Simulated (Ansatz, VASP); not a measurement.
# AlN in VASP and in Ansatz

```
Al N
1.0
     0.00000    2.21810    2.21810
     2.20159    0.01651    2.20159
     2.20159    2.20159    0.01651
Al N
1 1
Direct
  0.00000 0.00000 0.00000
  0.75000 0.75000 0.75000
```

Change from the starting cell: strain +0.0150 x Voigt [0, 0, 0, 1, 0, 0], atoms carried along.

Alike in both runs: task single point; functional PBE; k mesh 10 × 10 × 10; occupations gaussian, width 0.05 eV; no spin polarisation.

|  | VASP | Ansatz |
| --- | --- | --- |
| version | VASP 6.6.1 | Ansatz 0.2.0 |
| potentials or method | VASP PAW PBE potentials, release 64 (Al, N) | scalar-relativistic, plane waves, PAW |
| plane-wave cutoff (eV) | 520 | 420 |
| valence electrons in the cell | 8 | 8 |

```tsv
	VASP	Ansatz	Ansatz less VASP
gap on the k mesh at the Fermi level (eV)	3.26	3.27	+0.008
least direct gap on the mesh (eV)	3.94	3.93	-0.008
pressure (GPa)	-0.2	0.1	+0.29
largest component of the traceless stress (GPa)	3.22	3.19	-0.023
rms of the force components (eV/Å)	0.070	0.069	-0.0004
```

Atom by atom the forces differ by 0.000 eV/Å (rms over components). The functional is the same, so the differences come from potentials, cutoffs and numerics.

A k mesh can miss the band edges.
